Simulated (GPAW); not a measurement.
# Al (Fm-3m) in GPAW: notebook

One crystal, Al, is run at these levels: LDA, PBE, BLYP, BLYP+D3; tasks: equation of state, band structure.

Program: GPAW 26.7.0. These are calculated values, not measurements. Logs are shortened: lines on timing, memory, paths and dates and some standing lists are left out, and cuts for length are marked. The log counts tension as positive stress, the text compression.

**Experimental background.**

“The interpretation of polycrystalline coherent inelastic neutron scattering from aluminium”, 2013, pmc:3831299 quotes, for a bulk crystal of Al: bulk modulus 76.9 GPa.

The results are compared with them further down.

## Step 1: Starting point

The structure is cubic, space group Fm-3m (No. 225). The conventional cell has a = 4.050 Å, b = 4.050 Å, c = 4.050 Å, α = 90.00°, β = 90.00°, γ = 90.00°. Around Al (site symmetry m-3m) lie 12 Al at 2.86 Å.

## Step 2: Equation of state, LDA

run.py reads:

```python
from ase.eos import EquationOfState
from ase.io import Trajectory, read
from ase.units import GPa
from gpaw import GPAW, PW

atoms = read('Al.cif')

traj = Trajectory('eos.traj', 'w')
volumes, energies = [], []
for x in [0.94, 0.96, 0.98, 1.0, 1.02, 1.04, 1.06]:
    a = atoms.copy()
    a.set_cell(atoms.cell * x**(1 / 3), scale_atoms=True)
    calc = GPAW(mode=PW(800),
                xc='LDA',
                kpts={'size': (11, 11, 11), 'gamma': True},
                occupations={'name': 'fermi-dirac', 'width': 0.05},
                setups='hgh',
                nbands=-6,
                convergence={'density': 1e-05, 'energy': 1e-05},
                maxiter=150,
                txt=f'eos-{x:.2f}.txt')
    a.calc = calc
    energies.append(a.get_potential_energy(force_consistent=True))
    volumes.append(a.get_volume())
    p = -a.get_stress()[:3].mean() / GPa
    calc.write(f'eos-{x:.2f}.gpw')
    traj.write(a)
    print(f'{x:.2f} {volumes[-1]:10.4f} A^3 {energies[-1]:14.6f} eV {p:9.3f} GPa', flush=True)

v0, e0, B = EquationOfState(volumes, energies, eos='birchmurnaghan').fit()
print(f'V0 = {v0:.4f} A^3, E0 = {e0:.6f} eV, B0 = {B / GPa:.2f} GPa')
```

Al.cif reads:

```cif
data_Al
_cell_length_a 2.86350669
_cell_length_b 2.86350669
_cell_length_c 2.86350669
_cell_angle_alpha 60.00000000
_cell_angle_beta 60.00000000
_cell_angle_gamma 60.00000000
_space_group_name_H-M_alt 'P1'
_space_group_name_Hall 'P 1'
_space_group_IT_number 1
loop_
_space_group_symop_operation_xyz
'x,y,z'
loop_
_atom_site_label
_atom_site_type_symbol
_atom_site_symmetry_multiplicity
_atom_site_Wyckoff_symbol
_atom_site_fract_x
_atom_site_fract_y
_atom_site_fract_z
_atom_site_occupancy
Al1 Al 1 a 0.0000000000 0.0000000000 0.0000000000 1
```

Potentials or basis: HGH pseudopotentials, pw.

Started as:

```console
OMP_NUM_THREADS=1 python run.py
```

The program printed:

```text
__  _  _
 | _ |_)|_||  |
 |__||  | ||/\| - 26.7.0

Input parameters:
  mode=PW(ecut=800.0),
  convergence={'density': 1e-05, 'energy': 1e-05},
  kpts=MonkhorstPack(size=(11, 11, 11), gamma=True),
  maxiter=150,
  nbands=-6,
  occupations=Occupations(name='fermi-dirac', width=0.05),
  setups={'default': 'hgh'},
  xc=XC(name='LDA')

Diagonalizing LCAO Hamiltonian
Converting LCAO to pw mode

       Al

Atoms  # Å, Bohr magnetons
|   | symbol |        x |        y |        z |    initial magnetic moments |
|---|--------|----------|----------|----------|-----------------------------|
| 0 |     Al | 0.000000 | 0.000000 | 0.000000 | ( 0.0000,  0.0000,  0.0000) |

Unit cell  # Å
| periodic |        x |        y |        z |  lengths |    angles |
|----------|----------|----------|----------|----------|-----------|
|      yes | 2.805051 | 0.000000 | 0.000000 | 2.805051 | 60.000000 |
|      yes | 1.402526 | 2.429246 | 0.000000 | 2.805051 | 60.000000 |
|      yes | 1.402526 | 0.809749 | 2.290315 | 2.805051 | 60.000000 |

Number of symmetries: 48
Symmetry operations  # r_c * U_cc + t_c -> r_c
|    | kind |            matrix            |
|----|------|------------------------------|
|  0 |  σ   |  1, 0, 0,  1, 0,-1,  1,-1, 0 |
|  1 |  C2  |  1, 0, 0,  1,-1, 0,  1, 0,-1 |
|  2 |  E   |  1, 0, 0,  0, 1, 0,  0, 0, 1 |
|  3 |  σ   |  1, 0, 0,  0, 0, 1,  0, 1, 0 |
|  4 |  C4  |  1, 0,-1,  1, 0, 0,  1,-1, 0 |
|  5 |  S6  |  1, 0,-1,  1,-1, 0,  1, 0, 0 |
|  6 |  σ   |  1, 0,-1,  0, 1,-1,  0, 0,-1 |
|  7 |  C3  |  1, 0,-1,  0, 0,-1,  0, 1,-1 |
|  8 |  S6  |  1,-1, 0,  1, 0, 0,  1, 0,-1 |
|  9 |  C4  |  1,-1, 0,  1, 0,-1,  1, 0, 0 |
| 10 |  C3  |  1,-1, 0,  0,-1, 1,  0,-1, 0 |
| 11 |  σ   |  1,-1, 0,  0,-1, 0,  0,-1, 1 |
| 12 |  σ   |  0, 1, 0,  1, 0, 0,  0, 0, 1 |
| 13 |  C4  |  0, 1, 0,  0, 1,-1, -1, 1, 0 |
| 14 |  C3  |  0, 1, 0,  0, 0, 1,  1, 0, 0 |
| 15 |  S6  |  0, 1, 0, -1, 1, 0,  0, 1,-1 |
| 16 |  C2  |  0, 1,-1,  1, 0,-1,  0, 0,-1 |
| 17 |  σ   |  0, 1,-1,  0, 1, 0, -1, 1, 0 |
| 18 |  S4  |  0, 1,-1,  0, 0,-1,  1, 0,-1 |
| 19 |  C4  |  0, 1,-1, -1, 1, 0,  0, 1, 0 |
| 20 |  C3  |  0, 0, 1,  1, 0, 0,  0, 1, 0 |
| 21 |  σ   |  0, 0, 1,  0, 1, 0,  1, 0, 0 |
| 22 |  S6  |  0, 0, 1,  0,-1, 1, -1, 0, 1 |
| 23 |  C4  |  0, 0, 1, -1, 0, 1,  0,-1, 1 |
| 24 |  S4  |  0, 0,-1,  1, 0,-1,  0, 1,-1 |
| 25 |  C3  |  0, 0,-1,  0, 1,-1,  1, 0,-1 |
| 26 |  C2  |  0, 0,-1,  0,-1, 0, -1, 0, 0 |
| 27 |  S6  |  0, 0,-1, -1, 0, 0,  0,-1, 0 |
| 28 |  S4  |  0,-1, 1,  1,-1, 0,  0,-1, 0 |
| 29 |  C4  |  0,-1, 1,  0, 0, 1, -1, 0, 1 |
| 30 |  C2  |  0,-1, 1,  0,-1, 0,  1,-1, 0 |
| 31 |  σ   |  0,-1, 1, -1, 0, 1,  0, 0, 1 |
| 32 |  C3  |  0,-1, 0,  1,-1, 0,  0,-1, 1 |
| 33 |  S6  |  0,-1, 0,  0, 0,-1, -1, 0, 0 |
| 34 |  S4  |  0,-1, 0,  0,-1, 1,  1,-1, 0 |
| 35 |  C2  |  0,-1, 0, -1, 0, 0,  0, 0,-1 |
| 36 |  C2  | -1, 1, 0,  0, 1, 0,  0, 1,-1 |
| 37 |  S6  | -1, 1, 0,  0, 1,-1,  0, 1, 0 |
| 38 |  S4  | -1, 1, 0, -1, 0, 1, -1, 0, 0 |
| 39 |  C3  | -1, 1, 0, -1, 0, 0, -1, 0, 1 |
| 40 |  S6  | -1, 0, 1,  0, 0, 1,  0,-1, 1 |
| 41 |  C2  | -1, 0, 1,  0,-1, 1,  0, 0, 1 |
| 42 |  C3  | -1, 0, 1, -1, 1, 0, -1, 0, 0 |
| 43 |  S4  | -1, 0, 1, -1, 0, 0, -1, 1, 0 |
| 44 |  C2  | -1, 0, 0,  0, 0,-1,  0,-1, 0 |
| 45 |  i   | -1, 0, 0,  0,-1, 0,  0, 0,-1 |
| 46 |  σ   | -1, 0, 0, -1, 1, 0, -1, 0, 1 |
| 47 |  C2  | -1, 0, 0, -1, 0, 1, -1, 1, 0 |

BZ-sampling:
  Number of BZ points: 1331
  Number of IBZ points: 56

  Monkhorst-Pack size: [11, 11, 11]
  Monkhorst-Pack shift: [0, 0, 0]

K-points  # in reciprocal-cell coordinates
|     |                                coordinates |     weight |
|-----|--------------------------------------------|------------|
|   0 | (  0.00000000,   0.00000000,   0.00000000) | 0.00075131 |
|   1 | (  0.09090909,   0.09090909,   0.00000000) | 0.00450789 |
|   2 | (  0.09090909,   0.09090909,   0.09090909) | 0.00601052 |
|   3 | (  0.18181818,   0.09090909,   0.09090909) | 0.00901578 |
|   4 | (  0.18181818,   0.18181818,   0.00000000) | 0.00450789 |
|   5 | (  0.18181818,   0.18181818,   0.09090909) | 0.01803156 |
|   6 | (  0.18181818,   0.18181818,   0.18181818) | 0.00601052 |
|   7 | (  0.27272727,   0.18181818,   0.09090909) | 0.01803156 |
|   8 | (  0.27272727,   0.18181818,   0.18181818) | 0.01803156 |
|   9 | (  0.27272727,   0.27272727,   0.00000000) | 0.00450789 |
| ... |                                            |            |
|  55 | (  0.45454545,   0.45454545,   0.45454545) | 0.00601052 |

Plane wave coefficients: 821
Cutoff: 800.0 eV

Spin-components: 1 (collinear spins)
Bands:           7
Projectors:      4
Spin-degeneracy: 2
Datatype:        complex128

Parallelization:
  kpt:    1
  domain: 1
  band:   1

Density:
  Valence electrons: 3.0
  Components: 1
  Grid points: [20 20 20]
  Charge: 0.0  # |e|

Potential:
  Grid points: [20 20 20]

species:
  HGH setup for Al
      Valence Z=3, rloc=0.45000
      Local part coeffs: -8.49135
      Projectors:
          l=0, rc=0.46010
          l=1, rc=0.53674
      Diagonal coefficients of nonlocal parts:
          l=0:  5.08834,  2.67970
          l=1:  2.19344,  0.00000

    LCAO basis set for Al:
      Name: atompaw.sz
      This basis set was not loaded from a file
      Number of radial functions: 2
      Number of spherical harmonics: 4
        l=0, rc=8.9500 Bohr: 1s e=-0.283 f=2.000
        l=1, rc=8.9500 Bohr: 1p e=-0.096 f=1.000
      Number of RI-basis functions 0

Reference energy: 0.000000  # eV

eigensolver:
  PPCG
  Converge bands: occupied
  niter=2

density mixing:
  MSR1-Mixer
  Pratt-step length: 0.05
  Maximum mixing coefficient: 0.75
  Old densities: 10
  SVD Regularization: 0.005
  Good broyden scale: 1.0
  Trust region scale: 1.0
  Backstep threshold: 4.0
  History deletion threshold: 6.0
  Fourier metric: weight=20.0, sigma=0.015

occupation numbers:
  Fermi-Dirac:
    width: 0.0500  # eV

poisson solver:
  ecut: 6400.0  # eV

xc functional:
  name: None

convergence criteria:
- Maximum integral of absolute [dens]ity change: 1e-05 electrons / valence electron
- Maximum [total energy] change in last 3 cyles: 1e-05 eV / valence electron
- Maximum integral of absolute [eigenst]ate change: 4e-08 eV^2 / valence electron
maximum number of iterations: 150

SCF iterations
|iter     | |      energy | eigst |  dens |
|---------|-|-------------|-------|-------|
|iter:   1| |  -57.160583 | +0.32 |       |
|iter:   2| |  -57.168619 | -1.26 | -1.04 |
|iter:   3| |  -57.160074 | -2.98 | -1.06 |
|iter:   4| |  -57.160058 | -4.03 | -1.65 |
|iter:   5| |  -57.160066c| -5.36 | -2.39 |
|iter:   6| |  -57.160066c| -6.76 | -3.81 |
|iter:   7| |  -57.160066c| -7.72c| -4.24 |
|iter:   8| |  -57.160066c| -8.39c| -5.82c|

Converged in 8 steps
Energy contributions relative to reference atoms: (reference = 0.000000)

Energy contributions:
  Kinetic:          35.544920
  Coulomb:         -67.336658
  Zero:             -3.150217
  External:          0.000000
  Xc:              -22.216119
  Entropy:          -0.003984
  Spinorbit:         0.000000
  ----------------------------
  Free energy:     -57.162058
  Extrapolated:    -57.160066

dipole moment: (-8.415154, -4.858492, -3.435472)  # |e|*Ang

Fermi level: 7.326
Eigenvalues  # (at kpt = [0.000, 0.000, 0.000])
| band index |      eig [eV] | occ [0-2] |
|------------|---------------|-----------|
|          0 |        -4.208 |     2.000 |
|          1 |        20.318 |     0.000 |
|          2 |        20.318 |     0.000 |
|          3 |        20.320 |     0.000 |
|          4 |        21.720 |     0.000 |
|          5 |        21.720 |     0.000 |
|          6 |        21.720 |     0.000 |

No gap
No difference between direct/indirect transitions

Stress tensor  # eV/Ang^3
|         x |         y |         z |
|-----------|-----------|-----------|
| -0.002568 |  0.000000 |  0.000000 |
|  0.000000 | -0.002568 | -0.000000 |
|  0.000000 | -0.000000 | -0.002568 |

# Writing to eos-0.94.gpw (mode='')
```

Run time: 18 s. Hardware: 1 thread of AMD EPYC 9R45 (Zen 5), shared host; peak memory 0.17 GiB.

What came out:

```
Equilibrium volume                      : 15.69 Å³/atom
Bulk modulus                            : 84 GPa
Pressure derivative of the bulk modulus : 4.5
```

Energy against volume, from the lowest point:
```
volume (Å³/atom)  energy (meV/atom)
          15.607               0.00
          15.939               0.93
          16.271               5.24
          16.603              12.57
          16.935              22.58
          17.267              34.98
          17.599              49.49
```

Caveat: HGH potentials are hard and often keep d shells in the core, so these values are rough. Zero-point motion and thermal expansion aren't in these numbers.

## Step 3: Equation of state, PBE

run.py, as its differences from that of step 2:

```diff
@@ -12,8 +12,7 @@
     a.set_cell(atoms.cell * x**(1 / 3), scale_atoms=True)
-    calc = GPAW(mode=PW(800),
-                xc='LDA',
+    calc = GPAW(mode=PW(600),
+                xc='PBE',
                 kpts={'size': (11, 11, 11), 'gamma': True},
                 occupations={'name': 'fermi-dirac', 'width': 0.05},
-                setups='hgh',
-                nbands=-6,
+                nbands=7,
                 convergence={'density': 1e-05, 'energy': 1e-05},
```

Al.cif is that of step 2.

Potentials or basis: GPAW PAW data sets (gpaw-data 1.2.1), pw.

Started as:

```console
OMP_NUM_THREADS=1 python run.py
```

The program printed:

```text
__  _  _
 | _ |_)|_||  |
 |__||  | ||/\| - 26.7.0

Input parameters:
  mode=PW(ecut=600.0),
  convergence={'density': 1e-05, 'energy': 1e-05},
  kpts=MonkhorstPack(size=(11, 11, 11), gamma=True),
  maxiter=150,
  nbands=7,
  occupations=Occupations(name='fermi-dirac', width=0.05),
  xc=XC(name='PBE')

Diagonalizing LCAO Hamiltonian
Converting LCAO to pw mode

       Al

Atoms  # Å, Bohr magnetons
|   | symbol |        x |        y |        z |    initial magnetic moments |
|---|--------|----------|----------|----------|-----------------------------|
| 0 |     Al | 0.000000 | 0.000000 | 0.000000 | ( 0.0000,  0.0000,  0.0000) |

Unit cell  # Å
| periodic |        x |        y |        z |  lengths |    angles |
|----------|----------|----------|----------|----------|-----------|
|      yes | 2.805051 | 0.000000 | 0.000000 | 2.805051 | 60.000000 |
|      yes | 1.402526 | 2.429246 | 0.000000 | 2.805051 | 60.000000 |
|      yes | 1.402526 | 0.809749 | 2.290315 | 2.805051 | 60.000000 |

Number of symmetries: 48
Symmetry operations  # r_c * U_cc + t_c -> r_c
|    | kind |            matrix            |
|----|------|------------------------------|
|  0 |  σ   |  1, 0, 0,  1, 0,-1,  1,-1, 0 |
|  1 |  C2  |  1, 0, 0,  1,-1, 0,  1, 0,-1 |
|  2 |  E   |  1, 0, 0,  0, 1, 0,  0, 0, 1 |
|  3 |  σ   |  1, 0, 0,  0, 0, 1,  0, 1, 0 |
|  4 |  C4  |  1, 0,-1,  1, 0, 0,  1,-1, 0 |
|  5 |  S6  |  1, 0,-1,  1,-1, 0,  1, 0, 0 |
|  6 |  σ   |  1, 0,-1,  0, 1,-1,  0, 0,-1 |
|  7 |  C3  |  1, 0,-1,  0, 0,-1,  0, 1,-1 |
|  8 |  S6  |  1,-1, 0,  1, 0, 0,  1, 0,-1 |
|  9 |  C4  |  1,-1, 0,  1, 0,-1,  1, 0, 0 |
| 10 |  C3  |  1,-1, 0,  0,-1, 1,  0,-1, 0 |
[... 124 lines left out ...]
  Backstep threshold: 4.0
  History deletion threshold: 6.0
  Fourier metric: weight=20.0, sigma=0.015

occupation numbers:
  Fermi-Dirac:
    width: 0.0500  # eV

poisson solver:
  ecut: 4800.0  # eV

xc functional:
  name: PBE with 2 nearest neighbor stencil

convergence criteria:
- Maximum integral of absolute [dens]ity change: 1e-05 electrons / valence electron
- Maximum [total energy] change in last 3 cyles: 1e-05 eV / valence electron
- Maximum integral of absolute [eigenst]ate change: 4e-08 eV^2 / valence electron
maximum number of iterations: 150

SCF iterations
|iter     | |      energy | eigst |  dens |
|---------|-|-------------|-------|-------|
|iter:   1| |   -3.726259 | -0.22 |       |
|iter:   2| |   -3.726853 | -3.49 | -0.98 |
|iter:   3| |   -3.730461 | -3.27 | -1.01 |
|iter:   4| |   -3.731154 | -3.96 | -1.56 |
|iter:   5| |   -3.731163 | -6.17 | -2.95 |
|iter:   6| |   -3.731164c| -6.62 | -3.36 |
|iter:   7| |   -3.731164c| -8.69c| -4.67 |
|iter:   8| |   -3.731164c| -9.18c| -5.16c|

Converged in 8 steps
Energy contributions relative to reference atoms: (reference = -6603.423265)

Energy contributions:
  Kinetic:           5.763256
  Coulomb:          -3.346699
  Zero:             -0.008177
  External:          0.000000
  Xc:               -6.137592
  Entropy:          -0.003904
  Spinorbit:         0.000000
  ----------------------------
  Free energy:      -3.733116
  Extrapolated:     -3.731164

dipole moment: (-9.618329, -5.553145, -3.926666)  # |e|*Ang

Fermi level: 7.704
Eigenvalues  # (at kpt = [0.000, 0.000, 0.000])
| band index |      eig [eV] | occ [0-2] |
|------------|---------------|-----------|
|          0 |        -3.824 |     2.000 |
|          1 |        20.648 |     0.000 |
|          2 |        20.648 |     0.000 |
|          3 |        20.648 |     0.000 |
|          4 |        22.576 |     0.000 |
|          5 |        22.576 |     0.000 |
|          6 |        22.576 |     0.000 |

No gap
No difference between direct/indirect transitions

Stress tensor  # eV/Ang^3
|         x |         y |         z |
|-----------|-----------|-----------|
| -0.032680 |  0.000000 |  0.000000 |
|  0.000000 | -0.032680 |  0.000000 |
|  0.000000 |  0.000000 | -0.032680 |

# Writing to eos-0.94.gpw (mode='')
```

stdout:

```text
0.94    15.6066 A^3      -3.733116 eV     5.236 GPa
0.96    15.9386 A^3      -3.741822 eV     3.188 GPa
0.98    16.2707 A^3      -3.746501 eV     1.347 GPa
1.00    16.6027 A^3      -3.747566 eV    -0.303 GPa
1.02    16.9348 A^3      -3.745391 eV    -1.780 GPa
1.04    17.2668 A^3      -3.740320 eV    -3.100 GPa
1.06    17.5989 A^3      -3.732664 eV    -4.277 GPa
V0 = 16.5403 A^3, E0 = -3.747620 eV, B0 = 79.27 GPa
```

eos-0.98.txt:

```text
SCF iterations
|iter     | |      energy | eigst |  dens |
|---------|-|-------------|-------|-------|
|iter:   1| |   -3.742880 | -0.23 |       |
|iter:   2| |   -3.743198 | -3.49 | -0.98 |
|iter:   3| |   -3.744119 | -3.36 | -1.00 |
|iter:   4| |   -3.744506 | -4.01 | -1.55 |
|iter:   5| |   -3.744512 | -6.10 | -2.95 |
|iter:   6| |   -3.744514c| -6.58 | -3.37 |
|iter:   7| |   -3.744513c| -8.62c| -4.64 |
|iter:   8| |   -3.744513c| -9.18c| -5.13c|

Converged in 8 steps
Energy contributions relative to reference atoms: (reference = -6603.423265)

Energy contributions:
  Kinetic:           4.223716
  Coulomb:          -2.194074
  Zero:             -0.006887
  External:          0.000000
  Xc:               -5.765281
  Entropy:          -0.003974
  Spinorbit:         0.000000
  ----------------------------
  Free energy:      -3.746501
  Extrapolated:     -3.744513

dipole moment: (-9.757924, -5.633740, -3.983656)  # |e|*Ang

Fermi level: 7.303
Eigenvalues  # (at kpt = [0.000, 0.000, 0.000])
| band index |      eig [eV] | occ [0-2] |
|------------|---------------|-----------|
|          0 |        -3.941 |     2.000 |
|          1 |        20.000 |     0.000 |
|          2 |        20.000 |     0.000 |
|          3 |        20.000 |     0.000 |
|          4 |        21.602 |     0.000 |
|          5 |        21.602 |     0.000 |
|          6 |        21.602 |     0.000 |

No gap
No difference between direct/indirect transitions

Stress tensor  # eV/Ang^3
|         x |         y |         z |
|-----------|-----------|-----------|
| -0.008410 |  0.000000 |  0.000000 |
|  0.000000 | -0.008410 |  0.000000 |
|  0.000000 |  0.000000 | -0.008410 |

# Writing to eos-0.98.gpw (mode='')
```

Wall time 17 s (1 thread of AMD EPYC 9R45 (Zen 5), shared host); peak memory 0.16 GiB.

What came out:

- Equilibrium volume: 16.54 Å³/atom
- Bulk modulus: 79 GPa
- Pressure derivative of the bulk modulus: 4.5

Energy against volume, from the lowest point:
| volume (Å³/atom) | energy (meV/atom) |
| --- | --- |
| 15.607 | 14.45 |
| 15.939 | 5.74 |
| 16.271 | 1.07 |
| 16.603 | 0.00 |
| 16.935 | 2.17 |
| 17.267 | 7.25 |
| 17.599 | 14.90 |

(Part 1 of 3 ends here.)
